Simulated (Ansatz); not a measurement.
TaN in Ansatz: the effect of target pressure

The system is TaN.

```xyz
6
Lattice="5.1960 0.0000 0.0000 -2.5980 4.4999 0.0000 0.0000 0.0000 2.9110" Properties=species:S:1:pos:R:3 pbc="T T T"
Ta    0.0000    0.0000    0.0000
Ta    2.5980    1.5000    1.4555
Ta    0.0000    2.9999    1.4555
N    -1.0206    1.7678    0.0000
N     1.5774    2.7321    0.0000
N     2.0412    0.0000    0.0000
```

Alike in all runs:

* Program: Ansatz 0.2.0
* Task: relaxation of cell and atoms
* Functional: PBE
* Potentials or basis: Ansatz PAW
* Cutoff: 420 eV (not typed: the program's choice for these potentials)
* k mesh: 6 × 6 × 9
* Occupations: fermi-dirac, width 0.05 eV
* Spin: no spin polarisation

Each run relaxes the cell or the atoms first.

| target pressure | relaxed volume (Å³/atom) |
| --- | --- |
| 0 GPa | 11.52 |
| 2 GPa | 11.45 |
| 5 GPa | 11.34 |
| 10 GPa | ? |
| 20 GPa | 10.87 |
| 30 GPa | 10.61 |

Question: What does the run with target pressure 10 GPa give?

Answer: Relaxed volume 11.17 Å³/atom.

Worked out: In Murnaghan's law V^(-B') rises as a straight line in P. The other rows fit best with B' = 4.4, V0 = 11.52 Å³/atom and B0 = 301 GPa, which gives 11.17 Å³/atom at 10 GPa, against the run's 11.17.

Caveats: the plane-wave basis is chosen anew once the cell has moved, so the energies of steps on either side of that aren't comparable.
